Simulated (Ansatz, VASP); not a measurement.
**ZrC in VASP and in Ansatz**

INCAR

```
SYSTEM = ZrC
PREC = Accurate
ENCUT = 600
EDIFF = 1E-6
ISMEAR = 0
SIGMA = 0.1
LREAL = .FALSE.
LASPH = .TRUE.
NELM = 80
ALGO = Normal
ISIF = 3
LWAVE = .FALSE.
LCHARG = .FALSE.
GGA = PS
IBRION = 2
NSW = 100
EDIFFG = -0.005
```

KPOINTS

```
regular mesh
0
G
  16 16 16
  0 0 0
```

File POSCAR:

```
ZrC
1.0
    0.0000000000      2.3345629339      2.3345629339
    2.3345629339      0.0000000000      2.3345629339
    2.3345629339      2.3345629339      0.0000000000
Zr C
1 1
Direct
    0.5000000000      0.5000000000      0.5000000000
    0.0000000000      0.0000000000      0.0000000000
```

Input for Ansatz:

```yaml
crystal:
  lattice:
    - [0.0, 2.3345629354, 2.3345629354]
    - [2.3345629354, 0.0, 2.3345629354]
    - [2.3345629354, 2.3345629354, 0.0]
  atoms:
    - { symbol: Zr, position: [0.5, 0.5, 0.5] }
    - { symbol: C, position: [0.0, 0.0, 0.0] }
basis:
  ecutwfc: 420
kpoints:
  mp_grid: { grid: [16, 16, 16] }
hamiltonian:
  xc: pbesol
scf:
  occupations: { method: gaussian, width: 0.1 }
output:
  forces: true
  stress: true
  eigenvalues: true
relax:
  adjacent_minimum: "off"
  f_tol: 0.005
  max_steps: 80
  cell: { stress_tol: 0.05 }
```

Alike in both runs: task relaxation of cell and atoms; functional PBEsol; k mesh 16 × 16 × 16; occupations gaussian, width 0.1 eV; no spin polarisation.

|  | VASP | Ansatz |
| --- | --- | --- |
| version | VASP 6.6.1 | Ansatz 0.2.0 |
| potentials or method | VASP PAW PBE potentials, release 64 (Zr_sv, C) | scalar-relativistic, plane waves, PAW |
| plane-wave cutoff (eV) | 600 | 420 |
| valence electrons in the cell | 16 | 16 |

Ansatz gave:

| Item | Value |
| --- | --- |
| gap on the k mesh at the Fermi level, each at its own relaxed structure (eV) | none |
| relaxed volume (Å³/atom) | 12.72 |
| relaxed cell length with the largest relative difference (Å) | 3.302 |

Problem. What did VASP give for the same quantities?

Solution. gap on the k mesh at the Fermi level, each at its own relaxed structure (eV): none; relaxed volume (Å³/atom): 12.74; relaxed cell length with the largest relative difference (Å): 3.303.

A gap of «none» marks a metal or a gap that the smearing closes.

Caveats: the PAW data sets were made with another functional, which shifts forces and pressure a little (VASP).
